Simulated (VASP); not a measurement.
Set up this calculation in VASP 6.6.1, as the native input.

* Task: electrostatic potential
* Functional: PBE
* Potentials or basis: VASP PAW PBE potentials, release 64 (Na_pv, Cl)
* Cutoff: 520 eV
* k mesh: 8 × 8 × 8
* Occupations: gaussian, width 0.02 eV
* Spin: no spin polarisation
* Further INCAR settings: ALGO = Fast; EDIFF = 1e-06

The structure of NaCl lies in POSCAR:

```
NaCl                                    
1.0
    0.0000000000      2.7771875566      2.7771875566
    2.7771875566      0.0000000000      2.7771875566
    2.7771875566      2.7771875566      0.0000000000
  Na              Cl            
     1     1
Direct
     0.0000000000000000    0.0000000000000000    0.0000000000000000
     0.5000000000000000    0.5000000000000000    0.5000000000000000
```

The cell was built by a generator and needn't be a form met in nature.

These files were run (other wordings do the same):

INCAR

```
SYSTEM = NaCl
PREC = Accurate ; ENCUT = 520
EDIFF = 1E-6 ; ISMEAR = 0
SIGMA = 0.02 ; LREAL = .False.
LASPH = .True. ; NELM = 100
ALGO = Fast ; ISIF = 2
LWAVE = .False. ; LCHARG = .True.
GGA = PE ; LVHAR = .True.
KPAR = 4
```

KPOINTS

```
Automatic mesh
0
Gamma
  8 8 8
  0 0 0
```

Potentials or basis: VASP PAW PBE potentials, release 64 (Na_pv, Cl).

The run is started by

```sh
$ cat potpaw_PBE.64/Na_pv/POTCAR potpaw_PBE.64/Cl/POTCAR > POTCAR
$ mpirun -np 4 vasp_std > vasp.out
```

It gave:

* Pressure: 2.1 GPa
* Band gap on the k mesh: 5.29 eV, direct

It took 5 s on 4 MPI ranks on Intel(R) Xeon(R) Platinum 8488C (Sapphire Rapids) (shared host), peak memory 0.15 GiB a rank.
